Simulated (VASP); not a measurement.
# SiO2 (P4_2/mnm) in VASP: settings compared, part 2 of 2

VASP 6.6.1. Earlier steps stand in the parts before.

### Step 3. Relaxation of cell and atoms, PBE

Contents of INCAR:

```
SYSTEM = SiO2
PREC     = Accurate       ! precision mode
ENCUT    = 600            ! plane-wave cutoff, eV
EDIFF    = 1E-6           ! SCF threshold, eV
ISMEAR   = -1             ! smearing method
SIGMA    = 0.05           ! smearing width, eV
LREAL    = .FALSE.        ! projectors in reciprocal space
LASPH    = .TRUE.         ! aspherical terms in the spheres
NELM     = 80             ! most SCF steps
ALGO     = Normal         ! electronic algorithm
ISIF     = 3              ! what is computed and relaxed
LWAVE    = .FALSE.        ! write WAVECAR
LCHARG   = .FALSE.        ! write CHGCAR
GGA      = PE             ! functional
IBRION   = 2              ! ionic algorithm
NSW      = 60             ! ionic steps
EDIFFG   = -0.01          ! ionic threshold
PSTRESS  = 0            
KPAR     = 2
```

Contents of KPOINTS:

```
regular mesh
0
G
  7 7 10
  0 0 0
```

Contents of POSCAR:

```
SiO2
1.0
    4.1773000000      0.0000000000      0.0000000000
    0.0000000000      4.1773000000      0.0000000000
    0.0000000000      0.0000000000      2.6655000000
O Si
4 2
Direct
    0.3061000000      0.3061000000      0.0000000000
    0.6939000000      0.6939000000      0.0000000000
    0.1939000000      0.8061000000      0.5000000000
    0.8061000000      0.1939000000      0.5000000000
    0.0000000000      0.0000000000      0.0000000000
    0.5000000000      0.5000000000      0.5000000000
```

Potentials or basis: VASP PAW PBE potentials, release 64 (O, Si).

Run with:

```sh
cat potpaw_PBE.64/O/POTCAR potpaw_PBE.64/Si/POTCAR > POTCAR
mpirun -np 2 vasp_std > vasp.out
```

OUTCAR:

```text
SYSTEM = SiO2
   PREC = Accurate
   ENCUT = 600
   EDIFF = 1E-6
   ISMEAR = -1
   LREAL = .FALSE.
   LASPH = .TRUE.
   NELM = 80
   ISIF = 3
   GGA = PE
   IBRION = 2
   NSW = 60
   EDIFFG = -0.01
   PSTRESS = 0

 ion  position               nearest neighbor table
   1  0.306  0.306  0.000-   6 1.76   6 1.76   5 1.81
   2  0.694  0.694  0.000-   6 1.76   6 1.76   5 1.81
   3  0.194  0.806  0.500-   5 1.76   5 1.76   6 1.81
   4  0.806  0.194  0.500-   5 1.76   5 1.76   6 1.81
   5  0.000  0.000  0.000-   3 1.76   4 1.76   3 1.76   4 1.76   1 1.81   2 1.81
   6  0.500  0.500  0.500-   1 1.76   2 1.76   1 1.76   2 1.76   3 1.81   4 1.81

  LATTYP: Found a simple tetragonal cell.
 ALAT       =     4.1773000000
 C/A-ratio  =     0.6380915903

  Lattice vectors:

 A1 = (   4.1773000000,   0.0000000000,   0.0000000000)
 A2 = (   0.0000000000,   4.1773000000,   0.0000000000)
 A3 = (   0.0000000000,   0.0000000000,   2.6655000000)

Analysis of symmetry for initial positions (statically):
=====================================================================
 Subroutine PRICEL returns:
 Original cell was already a primitive cell.
[... 183 lines left out ...]

------------------------ aborting loop because EDIFF is reached ----------------------------------------

  FORCE on cell =-STRESS in cart. coord.  units (eV):
  Direction    XX          YY          ZZ          XY          YZ          ZX
  --------------------------------------------------------------------------------------
  -------------------------------------------------------------------------------------
  Total        3.0198892      3.0198892      3.5757812      0.0000000      0.0000000      0.0000000
  in kB      104.0235264    104.0235264    123.1718603      0.0000000      0.0000000      0.0000000
  external PRESSURE =     110.4063044 kB  Pullay stress =       0.0000000 kB
[... 227 lines left out ...]
--------------------------------------- Ionic step        7  -------------------------------------------

 number of electron      32.0000007 magnetization

 Free energy of the ion-electron system (eV)
  ---------------------------------------------------
  ext. energy  EPLUGINS =         0.00000000
  ---------------------------------------------------
  free energy    TOTEN  =       -46.32425294 eV

  energy without entropy =      -46.32425294  energy(sigma->0) =      -46.32425294

 E-fermi :   8.7601     XC(G=0): -12.0866

 val. band max:        7.7504633879   @ k =   0.0000   0.0000   0.0000
 cond. band min:      12.7762063112   @ k =   0.0000   0.0000   0.0000
 fundamental gap:      5.0257429233
 Fermi energy:         8.7600819231

 k-point     1 :       0.0000    0.0000    0.0000
  band No.  band energies     occupation
      1     -14.4698      2.00000
      2     -11.0056      2.00000
      3     -11.0056      2.00000
      4     -10.8299      2.00000
      5      -2.8795      2.00000
      6       1.5136      2.00000
[... 541 lines left out ...]
     19      18.0644      0.00000
     20      18.1954      0.00000

 [... further k-points ...]
[... 5 lines left out ...]
  --------------------------------------------------------------------------------------
  -------------------------------------------------------------------------------------
  Total       -0.0284248     -0.0284248     -0.0455421      0.0000000      0.0000000      0.0000000
  in kB       -0.9442946     -0.9442946     -1.5129450      0.0000000      0.0000000      0.0000000
  external PRESSURE =      -1.1338447 kB  Pullay stress =       0.0000000 kB
[... 21 lines left out ...]
  FREE ENERGIE OF THE ION-ELECTRON SYSTEM (eV)
  ---------------------------------------------------
  free  energy   TOTEN  =       -46.3242529416 eV

  energy  without entropy=      -46.3242529416  energy(sigma->0) =      -46.32425294

 reached required accuracy - stopping structural energy minimisation
```

OSZICAR:

```text
N       E                     dE             d eps       ncg     rms          rms(c)
DAV:   1     0.183031889083E+03    0.18303E+03   -0.19779E+04  2424   0.173E+03
DAV:   2    -0.431721711039E+02   -0.22620E+03   -0.21695E+03  3228   0.345E+02
DAV:   3    -0.508484438591E+02   -0.76763E+01   -0.76542E+01  2876   0.676E+01
DAV:   4    -0.509094011166E+02   -0.60957E-01   -0.60876E-01  2840   0.672E+00
[... 49 lines left out ...]
DAV:   1    -0.463249670392E+02   -0.10323E-02   -0.52993E-02  2660   0.201E+00    0.194E-01
DAV:   2    -0.463244486694E+02    0.51837E-03   -0.14623E-03  2800   0.320E-01    0.929E-02
DAV:   3    -0.463242698836E+02    0.17879E-03   -0.26660E-04  2784   0.135E-01    0.262E-02
DAV:   4    -0.463242535804E+02    0.16303E-04   -0.47745E-05  2800   0.570E-02    0.562E-03
DAV:   5    -0.463242529416E+02    0.63877E-06   -0.40338E-06  2564   0.161E-02
   7 F= -.46324253E+02 E0= -.46324253E+02  d E =-.318346E-03
```

CONTCAR:

```text
SiO2
   1.00000000000000
     4.2316800693539340   -0.0000000000000000    0.0000000000000000
    -0.0000000000000000    4.2316800693539340    0.0000000000000000
     0.0000000000000000    0.0000000000000000    2.6932386401387682
  O               Si
     4     2
Direct
     0.3067454505384924    0.3067454505384924    0.0000000000000000
     0.6932545494615076    0.6932545494615076    1.0000000000000000
     0.1932545494615076    0.8067454505384924    0.5000000000000000
     0.8067454505384924    0.1932545494615076    0.5000000000000000
     0.0000000000000000    1.0000000000000000    0.0000000000000000
     0.5000000000000000    0.5000000000000000    0.5000000000000000

  0.00000000E+00  0.00000000E+00  0.00000000E+00
  0.00000000E+00  0.00000000E+00  0.00000000E+00
  0.00000000E+00  0.00000000E+00  0.00000000E+00
  0.00000000E+00  0.00000000E+00  0.00000000E+00
  0.00000000E+00  0.00000000E+00  0.00000000E+00
  0.00000000E+00  0.00000000E+00  0.00000000E+00
```

Wall time 65 s (2 MPI ranks of AMD EPYC 9R45 (Zen 5), shared host); peak memory 0.19 GiB.

Results:

```yaml
Free_energy: -46.3243 eV
Relaxed_volume: 8.04 Å³/atom
Relaxed_cell: a = 4.232 Å, b = 4.232 Å, c = 2.693 Å, α = 90.00°, β = 90.00°, γ = 90.00°
Space_group_after_relaxing_to_0.05_Å: P4_2/mnm (No. 136)
Energy_gained_by_relaxing: 9.2 meV/atom
Ionic_steps: 7
Pressure_after_relaxing: -0.1 GPa
Largest_force_after_relaxing: 0.004 eV/Å
Band_gap_on_the_k_mesh: 5.03 eV, direct
```

Forces on the atoms (eV/Å):
```
O    0.003  0.003  0.000
O   -0.003 -0.003  0.000
O   -0.003  0.003  0.000
O    0.003 -0.003  0.000
Si   0.000  0.000  0.000
Si   0.000  0.000  0.000
```

Step by step:
```tsv
step	energy change (eV)	largest force (eV/Å)	pressure (GPa)	volume (Å³)
1	0.0000	0.1382	11.04	46.51
2	0.0371	0.4901	-12.11	50.20
3	-0.0524	0.1594	0.12	48.06
4	-0.0524	0.1539	0.31	48.03
5	-0.0547	0.0155	0.13	48.16
6	-0.0547	0.0181	0.14	48.17
7	-0.0551	0.0040	-0.11	48.23
```

Final structure:
```
O Si
1.0
     4.23168    0.00000    0.00000
     0.00000    4.23168    0.00000
     0.00000    0.00000    2.69324
O Si
4 2
Direct
  0.30675 0.30675 0.00000
  0.69325 0.69325 0.00000
  0.19325 0.80675 0.50000
  0.80675 0.19325 0.50000
  0.00000 0.00000 0.00000
  0.50000 0.50000 0.50000
```

Levels at points of the mesh, in eV from the valence-band top:
| k point | band 12 | band 13 | band 14 | band 15 | band 16 | band 17 | band 18 | band 19 | band 20 |
| --- | --- | --- | --- | --- | --- | --- | --- | --- | --- |
| (0.00, 0.00, 0.00) | -3.03 | -2.50 | -0.85 | -0.85 | 0.00 | 5.03 | 6.59 | 8.27 | 8.27 |
| (0.00, 0.00, 0.50) | -4.48 | -2.89 | -2.89 | -2.56 | -2.56 | 8.64 | 8.64 | 12.33 | 12.33 |

Caveat: an odd mesh through Γ misses points on the zone boundary, where band edges often lie.

### Step 4. Relaxation of cell and atoms, PBE, target pressure 14 GPa, at which the enthalpy is minimised

INCAR, as its differences from that of step 3:

```diff
@@ -17,3 +17,3 @@
 EDIFFG   = -0.01          ! ionic threshold
-PSTRESS  = 0            
+PSTRESS  = 140          
 KPAR     = 2
```

KPOINTS is that of step 3.

POSCAR is that of step 3.

Run with:

```sh
cat potpaw_PBE.64/O/POTCAR potpaw_PBE.64/Si/POTCAR > POTCAR
mpirun -np 2 vasp_std > vasp.out
```

Wall time 59 s (2 MPI ranks of AMD EPYC 9R45 (Zen 5), shared host); peak memory 0.18 GiB.

The run converged. Its results:

- Free energy: -46.2324 eV
- Relaxed volume: 7.67 Å³/atom
- Relaxed cell: a = 4.152 Å, b = 4.152 Å, c = 2.669 Å, α = 90.00°, β = 90.00°, γ = 90.00°
- Space group after relaxing (to 0.05 Å): P4_2/mnm (No. 136)
- Energy change on relaxing (the enthalpy is what falls): +6.1 meV/atom
- Ionic steps: 6
- Pressure after relaxing: 14.0 GPa
- Largest force after relaxing: 0.008 eV/Å
- Band gap on the k mesh: 5.76 eV, direct

Forces in eV/Å, atoms in the order of the input:
```
O   -0.005 -0.005  0.000
O    0.005  0.005  0.000
O    0.005 -0.005  0.000
O   -0.005  0.005  0.000
Si   0.000  0.000  0.000
Si   0.000  0.000  0.000
```

Stress tensor (GPa, compression positive):
```
14.02  0.00  0.00
 0.00 14.02  0.00
 0.00  0.00 13.87
```

Step by step:
```csv
step,energy change (eV),largest force (eV/Å),pressure (GPa),volume (Å³)
1,0.0000,0.1382,11.04,46.51
2,0.0809,0.0691,17.65,45.55
3,0.0413,0.1028,14.75,45.96
4,0.0370,0.0805,13.74,46.00
5,0.0377,0.0243,14.03,45.99
6,0.0368,0.0076,13.97,46.00
```

Final structure:
```xyz
6
Lattice="4.1516 0.0000 0.0000 0.0000 4.1516 0.0000 0.0000 0.0000 2.6687" Properties=species:S:1:pos:R:3 pbc="T T T"
O     1.2659    1.2659    2.6687
O     2.8858    2.8858    0.0000
O     0.8100    3.3417    1.3343
O     3.3417    0.8100    1.3343
Si    0.0000    0.0000    0.0000
Si    2.0758    2.0758    1.3343
```

Levels at points of the mesh, in eV from the valence-band top:
```tsv
k point	band 14	band 15	band 16	band 17	band 18	band 19
(0.00, 0.00, 0.00)	-0.89	-0.89	0.00	5.76	6.67	8.48
(0.00, 0.00, 0.50)	-3.18	-2.71	-2.71	9.25	9.25	12.73
```

Caveat: the cell is relaxed towards a set pressure, so the enthalpy falls and the energy may rise; an odd mesh through Γ misses points on the zone boundary, where band edges often lie.

### Step 5. Relaxation of cell and atoms, PBE, target pressure 40 GPa, at which the enthalpy is minimised

INCAR, as its differences from that of step 4:

```diff
@@ -17,3 +17,3 @@
 EDIFFG   = -0.01          ! ionic threshold
-PSTRESS  = 140          
+PSTRESS  = 400          
 KPAR     = 2
```

KPOINTS is that of step 4.

POSCAR is that of step 4.

Run with:

```sh
cat potpaw_PBE.64/O/POTCAR potpaw_PBE.64/Si/POTCAR > POTCAR
mpirun -np 2 vasp_std > vasp.out
```

It took 96 s on 2 MPI ranks of AMD EPYC 9R45 (Zen 5), shared host; peak memory 0.19 GiB.

Results (log left out):

| Quantity | Value |
| --- | --- |
| Free energy | -45.7462 eV |
| Relaxed volume | 7.17 Å³/atom |
| Relaxed cell | a = 4.049 Å, b = 4.049 Å, c = 2.625 Å, α = 90.00°, β = 90.00°, γ = 90.00° |
| Space group after relaxing (to 0.05 Å) | P4_2/mnm (No. 136) |
| Energy change on relaxing (the enthalpy is what falls) | +87.2 meV/atom |
| Ionic steps | 10 |
| Pressure after relaxing | 40.0 GPa |
| Largest force after relaxing | 0.004 eV/Å |
| Band gap on the k mesh | 6.81 eV, direct |

Forces on the atoms (eV/Å):
```
O   -0.003 -0.003  0.000
O    0.003  0.003  0.000
O    0.003 -0.003  0.000
O   -0.003  0.003  0.000
Si   0.000  0.000  0.000
Si   0.000  0.000  0.000
```

The path:
```
step  energy change (eV)  largest force (eV/Å)  pressure (GPa)  volume (Å³)
   1              0.0000                0.1382           11.04        46.51
   2              3.0974                1.5851          120.40        37.70
   3              0.4761                0.5974           38.95        43.33
   4              0.5056                0.6159           40.22        43.21
   5              0.5660                0.4088           40.75        42.89
   6              0.5315                0.0589           40.36        43.00
   7              0.5118                0.0031           39.50        43.07
   8              0.5146                0.0070           39.63        43.06
   9              0.5338                0.0184           40.47        42.98
  10              0.5229                0.0039           40.01        43.02
```

Final structure:
```xyz
6
Lattice="4.0487 0.0000 0.0000 0.0000 4.0487 0.0000 0.0000 0.0000 2.6246" Properties=species:S:1:pos:R:3 pbc="T T T"
O     1.2268    1.2268    0.0000
O     2.8219    2.8219    0.0000
O     0.7976    3.2512    1.3123
O     3.2512    0.7976    1.3123
Si    0.0000    0.0000    0.0000
Si    2.0244    2.0244    1.3123
```

Levels at points of the mesh, in eV from the valence-band top:
```csv
k point,band 13,band 14,band 15,band 16,band 17,band 18,band 19,band 20
"(0.00, 0.00, 0.00)",-2.52,-0.95,-0.95,0.00,6.81,6.92,8.88,8.88
"(0.00, 0.00, 0.50)",-3.59,-3.59,-2.94,-2.94,10.17,10.17,13.37,13.37
```

Caveat: the cell is relaxed towards a set pressure, so the enthalpy falls and the energy may rise; an odd mesh through Γ misses points on the zone boundary, where band edges often lie.

### Step 6. Summary

```csv
level,cell,P gpa,target pressure,gap on the mesh (eV),pressure (GPa)
PBEsol,relaxed to 130 GPa,130,130 GPa,6.81,130.0
PBE,relaxed,0,-,5.03,-0.1
PBE,relaxed to 14 GPa,14,14 GPa,5.76,14.0
PBE,relaxed to 40 GPa,40,40 GPa,6.81,40.0
```

Alike in all rows: task relaxation of cell and atoms; potentials or basis VASP PAW PBE potentials, release 64 (O, Si); no spin polarisation; k mesh 7 × 7 × 10; cutoff (eV) 600; smearing fermi-dirac 0.05 eV.

Caveats: an odd mesh through Γ misses points on the zone boundary, where band edges often lie; the cell is relaxed towards a set pressure, so the enthalpy falls and the energy may rise (some runs); the volume moved by over 15 % at a fixed basis, so the end points are rough (some runs); the PAW data sets were made with another functional, which shifts forces and pressure a little (some runs).

Total energies depend on the potentials used, so only differences within one code and one set of settings carry meaning.
